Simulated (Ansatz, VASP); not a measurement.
AlNi3 in VASP and in Ansatz

```xyz
4
Lattice="3.5231 0.0000 0.0000 0.0000 3.5231 0.0000 0.0000 0.0000 3.5231" Properties=species:S:1:pos:R:3 pbc="T T T"
Ni    1.7615    1.7615    0.0000
Ni    1.7615    0.0000    1.7615
Ni    0.0000    1.7615    1.7615
Al    0.0000    0.0000    0.0000
```

The cell is a database's computed one.

Alike in both runs: task single point; functional PBEsol; k mesh 6 × 6 × 6; occupations fermi-dirac, width 0.05 eV; collinear spin, antiferromagnetic start.

|  | VASP | Ansatz |
| --- | --- | --- |
| version | VASP 6.6.1 | Ansatz 0.2.0 |
| potentials or method | VASP PAW PBE potentials, release 64 (Ni, Al) | Ansatz PAW |
| plane-wave cutoff (eV) | 520 | 420 |
| valence electrons in the cell | 33 | 57 |

VASP gave:

| Quantity | Value |
| --- | --- |
| gap on the k mesh at the Fermi level (eV) | none |
| pressure (GPa) | -0.5 |
| net moment per atom (μB) | 0.16 |
| size of the moment on the site where the two differ most (μB) | 0.23 |

Which values does Ansatz return?

gap on the k mesh at the Fermi level (eV): none; pressure (GPa): -0.6; net moment per atom (μB): 0.17; size of the moment on the site where the two differ most (μB): 0.25.

Site moments also hang on the region over which each program counts them. A gap of «none» marks a metal or a gap that the smearing closes. The functional is the same, so the differences come from potentials, cutoffs and numerics. The two sets of potentials don't hold the same shells in valence.

Caveats: the PAW data sets were made with another functional, which shifts forces and pressure a little (VASP); the PAW data sets come from PBE, with cores solved anew for the run's functional, which leaves a small shift of forces and pressure (Ansatz); the starting moments weren't kept (Ansatz).
